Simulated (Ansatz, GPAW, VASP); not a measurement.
## PbSe: programs and potentials compared

```
Pb Se
1.0
     0.00000    3.06065    3.06065
     3.06065    0.00000    3.06065
     3.06065    3.06065    0.00000
Pb Se
1 1
Direct
  0.00000 0.00000 0.00000
  0.50000 0.50000 0.50000
```

Alike in all runs: task single point; functional PBE; k mesh 8 × 8 × 8; occupations gaussian, width 0.014 eV; no spin polarisation; no spin-orbit coupling. Pressure is positive in compression and, in plane waves, holds the error of the finite cutoff, which Ansatz's Pulay term estimates and takes out.

```tsv
program and potentials	plane-wave cutoff (eV)	notes	band gap (eV)	pressure (GPa)
Ansatz, Ansatz PAW	420	15 valence electrons an atom on average	0.29	2.43
Ansatz, all-electron LAPW, scalar-relativistic	-	-	?	?
VASP, PBE PAW files Pb_d, Se, 520 eV	520	10 valence electrons an atom on average	0.29	2.41
GPAW, GPAW PAW data sets (gpaw-data 1.2.1)	600	10 valence electrons an atom on average	0.24	2.22
```

Problem. Estimate from the other rows what the run with Ansatz, all-electron LAPW, scalar-relativistic gave.

Solution. Band gap 0.28 eV; pressure 2.43 GPa. The other rows, which needn't bracket it: band gap 0.24 to 0.29; pressure 2.22 to 2.43.
